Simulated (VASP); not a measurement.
# CoSi (P6_3/mmc) in VASP: relaxation of cell and atoms with PBE

Aim: the relaxation of cell and atoms of CoSi with PBE.

All numbers are computed with VASP 6.6.1; they aren't measurements. Logs are shortened: lines on timing, memory, paths and dates and some standing lists are left out, and cuts for length are marked.

## Step 1: Starting point

Symmetry: P6_3/mmc, No. 194, hexagonal system. The conventional cell has a = 3.450 Å, b = 3.450 Å, c = 4.700 Å, α = 90.00°, β = 90.00°, γ = 120.00°. Co (site symmetry -3m) has 6 Si at 2.31 Å and 2 Co at 2.35 Å as nearest neighbours. Si (site symmetry -6m2) is surrounded by 6 Co at 2.31 Å.

The cell was built by a generator and needn't be a form met in nature.

## Step 2: Relaxation of cell and atoms, PBE, collinear spin, ferromagnetic start

Input file INCAR:

```
PREC = Normal ; ENCUT = 520
EDIFF = 1E-4 ; ISMEAR = 0
SIGMA = 0.15 ; LREAL = F
LASPH = T ; NELM = 60
ALGO = Fast ; ISIF = 3
LWAVE = F ; LCHARG = F
ISPIN = 2 ; MAGMOM = 2 2 0 0
LORBIT = 11 ; LMAXMIX = 4
GGA = PE ; IBRION = 2
NSW = 24 ; EDIFFG = -0.08
```

Input file KPOINTS:

```
regular mesh
0
Gamma
  7 7 5
```

Input file POSCAR:

```
CoSi
1.0
    3.4500000000      0.0000000000      0.0000000000
   -1.7250000000      2.9877876400      0.0000000000
    0.0000000000      0.0000000000      4.7000000000
Co Si
2 2
Direct
    0.0000000000      0.0000000000      0.5000000000
    0.0000000000      0.0000000000      0.0000000000
    0.3333333300      0.6666666700      0.2500000000
    0.6666666700      0.3333333300      0.7500000000
```

Potentials or basis: VASP PAW PBE potentials, release 64 (Co, Si).

On the command line:

```sh
$ cat potpaw_PBE.64/Co/POTCAR potpaw_PBE.64/Si/POTCAR > POTCAR
$ mpirun -np 1 vasp_std > vasp.out
```

OUTCAR:

```text
PREC = Normal
   ENCUT = 520
   EDIFF = 1E-4
   ISMEAR = 0
   LREAL = F
   LASPH = T
   NELM = 60
   ISIF = 3
   ISPIN = 2
   LORBIT = 11
   GGA = PE
   IBRION = 2
   NSW = 24
   EDIFFG = -0.08

 ion  position               nearest neighbor table
   1  0.000  0.000  0.500-   3 2.31   4 2.31   3 2.31   4 2.31   4 2.31   3 2.31   2 2.35   2 2.35

   2  0.000  0.000  0.000-   3 2.31   4 2.31   3 2.31   4 2.31   4 2.31   3 2.31   1 2.35   1 2.35

   3  0.333  0.667  0.250-   1 2.31   2 2.31   1 2.31   2 2.31   1 2.31   2 2.31   4 3.08   4 3.08
                             4 3.08   4 3.08   4 3.08   4 3.08
   4  0.667  0.333  0.750-   1 2.31   2 2.31   1 2.31   2 2.31   1 2.31   2 2.31   3 3.08   3 3.08
                             3 3.08   3 3.08   3 3.08   3 3.08

  LATTYP: Found a hexagonal cell.
 ALAT       =     3.4500000000
 C/A-ratio  =     1.3623188406

  Lattice vectors:

 A1 = (   3.4500000000,   0.0000000000,   0.0000000000)
 A2 = (  -1.7250000000,   2.9877876400,   0.0000000000)
 A3 = (   0.0000000000,   0.0000000000,   4.7000000000)

Analysis of symmetry for initial positions (statically):
=====================================================================
 Subroutine PRICEL returns:
 Original cell was already a primitive cell.

 Routine SETGRP: Setting up the symmetry group for a
 hexagonal supercell.

 Subroutine GETGRP returns: Found 24 space group operations
 (whereof 12 operations were pure point group operations)
 out of a pool of 24 trial point group operations.

The static configuration has the point symmetry D_3d.
 The point group associated with its full space group is D_6h.

Analysis of symmetry for dynamics (positions and initial velocities):
=====================================================================
 Subroutine PRICEL returns:
 Original cell was already a primitive cell.

 Routine SETGRP: Setting up the symmetry group for a
 hexagonal supercell.

 Subroutine GETGRP returns: Found 24 space group operations
 (whereof 12 operations were pure point group operations)
 out of a pool of 24 trial point group operations.

The dynamic configuration has the point symmetry D_3d.
 The point group associated with its full space group is D_6h.

Analysis of structural, dynamic, and magnetic symmetry:
=====================================================================
 Subroutine PRICEL returns:
 Original cell was already a primitive cell.

 Routine SETGRP: Setting up the symmetry group for a
 hexagonal supercell.

 Subroutine GETGRP returns: Found 24 space group operations
 (whereof 12 operations were pure point group operations)
 out of a pool of 24 trial point group operations.

The overall configuration has the point symmetry D_3d.
 The point group associated with its full space group is D_6h.

 Subroutine INISYM returns: Found 24 space group operations
 (whereof 12 operations are pure point group operations),
 and found     1 'primitive' translations

----------------------------------------------------------------------------------------

                                     Primitive cell

  volume of cell :      48.4470

  direct lattice vectors                    reciprocal lattice vectors
     3.450000000  0.000000000  0.000000000     0.289855072  0.167347904  0.000000000
    -1.725000000  2.987787640  0.000000000     0.000000000  0.334695809  0.000000000
     0.000000000  0.000000000  4.700000000     0.000000000  0.000000000  0.212765957

  length of vectors
     3.450000000  3.449999997  4.700000000     0.334695808  0.334695809  0.212765957

  position of ions in fractional coordinates (direct lattice)
     0.000000000  0.000000000  0.500000000
     0.000000000  0.000000000  0.000000000
     0.333333330  0.666666670  0.250000000
     0.666666670  0.333333330  0.750000000

  ion indices of the primitive-cell ions
   primitive index   ion index
                 1           1
                 2           2
                 3           3
                 4           4

----------------------------------------------------------------------------------------

 KPOINTS: regular mesh

Automatic generation of k-mesh.
 Grid dimensions read from file:
 generate k-points for:    7    7    5

 Generating k-lattice:

  Cartesian coordinates                     Fractional coordinates (reciprocal lattice)
     0.041407867  0.023906843  0.000000000     0.142857143 -0.000000000  0.000000000
     0.000000000  0.047813687  0.000000000     0.000000000  0.142857143  0.000000000
     0.000000000  0.000000000  0.042553191     0.000000000  0.000000000  0.200000000

  Length of vectors
     0.047813687  0.047813687  0.042553191

  Shift w.r.t. Gamma in fractional coordinates (k-lattice)
     0.000000000  0.000000000  0.000000000

 Subroutine IBZKPT returns following result:
 ===========================================

 Found     24 irreducible k-points:

 Following reciprocal coordinates:
            Coordinates               Weight
  0.000000  0.000000  0.000000      1.000000
  0.142857  0.000000  0.000000      6.000000
  0.285714  0.000000  0.000000      6.000000
  0.428571  0.000000  0.000000      6.000000
  0.142857  0.142857  0.000000      6.000000
  0.285714  0.142857  0.000000     12.000000
[... 16 lines left out ...]
  0.428571  0.142857  0.400000     12.000000
  0.285714  0.285714  0.400000     12.000000
   k-points           NKPTS =     24   k-points in BZ     NKDIM =     24   number of bands    NBANDS=     19
   number of dos      NEDOS =    301   number of ions     NIONS =      4
   total plane-waves  NPLWV =  11200
   dimension x,y,z NGX =    20 NGY =   20 NGZ =   28
   dimension x,y,z NGXF=    40 NGYF=   40 NGZF=   56
   ions per type =               2   2
   NGX,Y,Z   is equivalent  to a cutoff of   9.64,  9.64,  9.90 a.u.
   NGXF,Y,Z  is equivalent  to a cutoff of  19.27, 19.27, 19.81 a.u.
 SYSTEM =  unknown system
   PREC   = normal    normal or accurate (medium, high low for compatibility)
   ISTART =      0    job   : 0-new  1-cont  2-samecut
   ICHARG =      2    charge: 1-file 2-atom 10-const
   ISPIN  =      2    spin polarized calculation?
   LNONCOLLINEAR =      F non collinear calculations
   LSORBIT =      F    spin-orbit coupling
   LASPH  =      T    aspherical Exc in radial PAW
   ENCUT  =  520.0 eV  38.22 Ry    6.18 a.u.   6.41  6.41  8.74*2*pi/ulx,y,z
   NELM   =     60;   NELMIN=  2; NELMDL= -5     # of ELM steps
   EDIFF  = 0.1E-03   stopping-criterion for ELM
   LREAL  =      F    real-space projection
   EDIFFG = -.8E-01   stopping-criterion for IOM
   NSW    =     24    number of steps for IOM
   IBRION =      2    ionic relax: 0-MD 1-quasi-New 2-CG
   NFREE  =      1    steps in history (QN), initial steepest desc. (CG)
   ISIF   =      3    stress and relaxation
   ISYM   =      2    0-nonsym 1-usesym 2-fastsym
   POTIM  = 0.5000    time-step for ionic-motion
   TEBEG  =    0.0;   TEEND  =   0.0 temperature during run
   PSTRESS=    0.0 pullay stress
   NELECT =      26.0000    total number of electrons
   NUPDOWN=      -1.0000    fix difference up-down
   EMIN   =  10.00;   EMAX   =-10.00  energy-range for DOS
   EFERMI =   0.00;   METHOD = LEGACY
   ISMEAR =     0;   SIGMA  =   0.15  broadening in eV -4-tet -1-fermi 0-gaus
   EFERMI_NEDOS =   21; number of points for ismear=-14 and -15
   IALGO  =     68    algorithm
   IMIX   =      4    mixing-type and parameters
     AMIX     =   0.40;   BMIX     =  1.00
     AMIX_MAG =   1.60;   BMIX_MAG =  1.00
  volume/ion in A,a.u.               =      12.11        81.73
  Fermi-wavevector in a.u.,A,eV,Ry     =   1.330384  2.514061 24.081250  1.769922
  Thomas-Fermi vector in A             =   2.459475
   LORBIT       =     11    0 simple, 1 ext, 2 COOP (PROOUT), +10 PAW based schemes
   GGA     = PE    functional components
   LHFCALC =     F    Hartree Fock is set to
   AEXX    =    0.0000 exact exchange contribution
   IVDW    =     0    specifies the selected vdW correction
   LEPSILON=     F    determine dielectric tensor
   LRPA    =     F    only Hartree local field effects (RPA)
 conjugate gradient relaxation of ions
 spin polarized calculation
 RMM-DIIS sequential band-by-band and
 Gauss-broadening in eV      SIGMA  =   0.15
  energy-cutoff  :      520.00
  volume of cell :       48.45
 maximum number of plane-waves:      1320
   NGX = 13   NGY = 13   NGZ = 17

--------------------------------------- Ionic step        1  -------------------------------------------

 number of electron      25.9999989 magnetization      -0.0176391

 number of electron      25.9999989 magnetization       0.0113302

 Free energy of the ion-electron system (eV)
  ---------------------------------------------------
  ext. energy  EPLUGINS =         0.00000000
  ---------------------------------------------------
  free energy    TOTEN  =       -26.24799496 eV

  energy without entropy =      -26.21769149  energy(sigma->0) =      -26.23284323

------------------------ aborting loop because EDIFF is reached ----------------------------------------

  FORCE on cell =-STRESS in cart. coord.  units (eV):
  Direction    XX          YY          ZZ          XY          YZ          ZX
  --------------------------------------------------------------------------------------
  -------------------------------------------------------------------------------------
  Total        0.3631443      0.3631443      5.2271216      0.0000000      0.0000000      0.0000000
  in kB       12.0094495     12.0094494    172.8647744      0.0000000      0.0000000      0.0000000
  external PRESSURE =      65.6278911 kB  Pullay stress =       0.0000000 kB
[... 105 lines left out ...]
--------------------------------------- Ionic step        4  -------------------------------------------

 number of electron      26.0000033 magnetization      -0.0000283

 number of electron      26.0000033 magnetization       0.0000275

 Free energy of the ion-electron system (eV)
  ---------------------------------------------------
  ext. energy  EPLUGINS =         0.00000000
  ---------------------------------------------------
  free energy    TOTEN  =       -26.42087402 eV

  energy without entropy =      -26.40135299  energy(sigma->0) =      -26.41111350

 E-fermi :   9.7133     XC(G=0): -12.0795

 val. band max:        9.7129408505   @ k =   0.4286   0.0000   0.0000
 cond. band min:       9.8585579047   @ k =   0.4286   0.1429   0.2000
 fundamental gap:      0.1456170542
 Fermi energy:         9.7132602750

 spin component 1

 k-point     1 :       0.0000    0.0000    0.0000
  band No.  band energies     occupation
      1      -2.2508      1.00000
      2       2.7195      1.00000
      3       3.6143      1.00000
      4       6.4702      1.00000
      5       6.4702      1.00000
      6       6.7689      1.00000
[... 11 lines left out ...]
     18      15.8530      0.00000
     19      16.0646      0.00000
[... 488 lines left out ...]
      2       2.4448      1.00000
      3       4.7442      1.00000
      4       4.8284      1.00000
      5       5.6265      1.00000
      6       6.4520      1.00000
[... 11 lines left out ...]
     18      15.8263      0.00000
     19      18.0256      0.00000
 Fermi energy:         9.7132602750

 spin component 2

 k-point     1 :       0.0000    0.0000    0.0000
  band No.  band energies     occupation
      1      -2.2508      1.00000
      2       2.7195      1.00000
      3       3.6142      1.00000
      4       6.4702      1.00000
      5       6.4702      1.00000
      6       6.7688      1.00000
[... 11 lines left out ...]
     18      15.8529      0.00000
     19      16.0646      0.00000
[... 535 lines left out ...]
  FREE ENERGIE OF THE ION-ELECTRON SYSTEM (eV)
  ---------------------------------------------------
  free  energy   TOTEN  =       -26.4208740191 eV

  energy  without entropy=      -26.4013529857  energy(sigma->0) =      -26.41111350

 reached required accuracy - stopping structural energy minimisation

 total charge

# of ion       s       p       d       tot
------------------------------------------
    1        0.501   0.566   7.533   8.600
    2        0.501   0.566   7.533   8.600
    3        0.777   0.845   0.000   1.622
    4        0.777   0.845   0.000   1.622
--------------------------------------------------
tot          2.556   2.823  15.065  20.444

 magnetization (x)

# of ion       s       p       d       tot
------------------------------------------
    1       -0.000  -0.000  -0.000  -0.000
    2       -0.000  -0.000  -0.000  -0.000
    3        0.000   0.000   0.000   0.000
    4        0.000   0.000   0.000   0.000
--------------------------------------------------
tot         -0.000  -0.000  -0.000  -0.000
```

Wall time 50 s (1 thread of Intel Xeon Platinum 8559C (Emerald Rapids), shared host); peak memory 0.16 GiB.

What came out:

```
Free energy                                           : -26.4209 eV
Relaxed volume                                        : 12.47 Å³/atom
Relaxed cell                                          : a = 3.381 Å, b = 3.381 Å, c = 5.038 Å, α = 90.00°, β = 90.00°, γ = 120.00°
Space group after relaxing (to 0.05 Å)                : P6_3/mmc (No. 194)
Energy gained by relaxing                             : 43.2 meV/atom
Ionic steps                                           : 4
Pressure after relaxing                               : -0.6 GPa
Band gap on the k mesh                                : none (metal or under the smearing width)
Net moment                                            : 0.00 μB per cell
Valence electrons inside the program's atomic spheres : Co 8.60; Si 1.62
```

The path:
```
step  energy change (eV)  largest force (eV/Å)  pressure (GPa)  volume (Å³)
   1              0.0000                0.0000            6.56        48.45
   2             -0.1048                0.0000           -5.90        51.95
   3             -0.1197                0.0000           -4.62        51.05
   4             -0.1729                0.0000           -0.60        49.87
```

Final structure:
```xyz
4
Lattice="3.3809 0.0000 0.0000 -1.6905 2.9280 0.0000 0.0000 0.0000 5.0382" Properties=species:S:1:pos:R:3 pbc="T T T"
Co    0.0000    0.0000    2.5191
Co    0.0000    0.0000    5.0382
Si    0.0000    1.9520    1.2595
Si    1.6905    0.9760    3.7786
```

Caveat: the starting moments collapsed, and a magnetic state may lie lower; the relaxation stopped at a loose force limit of 0.08 eV/Å, so its end isn't a converged minimum.
